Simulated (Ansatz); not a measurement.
## TiO$_{2}$: a fit and a missing row

TiO$_{2}$, P4_2/mnm, a = 4.643 Å, c = 2.964 Å. The compound has several low-lying forms, and this is one of them. Ansatz: PBE, PAW, 420 eV, Γ-centred 6×6×10 mesh on 6 atoms, Gaussian smearing 0.02 eV; no spin polarisation. Shape and atoms are relaxed at each volume; pressure is positive in compression.

| V (Å³/atom) | P (GPa) |
| --- | --- |
| 10.011 | 14.77 |
| 10.331 | 6.71 |
| 10.650 | 0.01 |
| 10.970 | ? |
| 11.289 | -9.90 |

Problem. Take V0 = 10.650 Å³/atom, count pressures from its P0 = 0.01 GPa, fit the third-order Birch–Murnaghan form to the other rows, and predict the missing pressure.

Solution. With the Eulerian strain f = ½[(V0/V)^(2/3) − 1] and y = (P − P0)/[3f(1 + 2f)^(5/2)], the form is the line y = B0 + 1.5 B0 (B0′ − 4) f. Rows (f, y): 0.02106, 210.7; 0.01024, 207.3; -0.01905, 191.1. Means f = 0.004083, y = 203.03; Σ(Δf)² = 0.0008613, ΣΔfΔy = 0.4325; the slope is their ratio. y = 201.0 + 502.1 f GPa, so B0 = 201.0 GPa and B0′ = 4 + 2 × (502.1)/(3 × 201.0) = 5.67. At V = 10.970, f = -0.00977, y = 196.09 and P = -5.46 GPa. The run gave -5.49 GPa, so the fit is 0.03 GPa too high, within the rms miss on the fitted rows (0.04 GPa).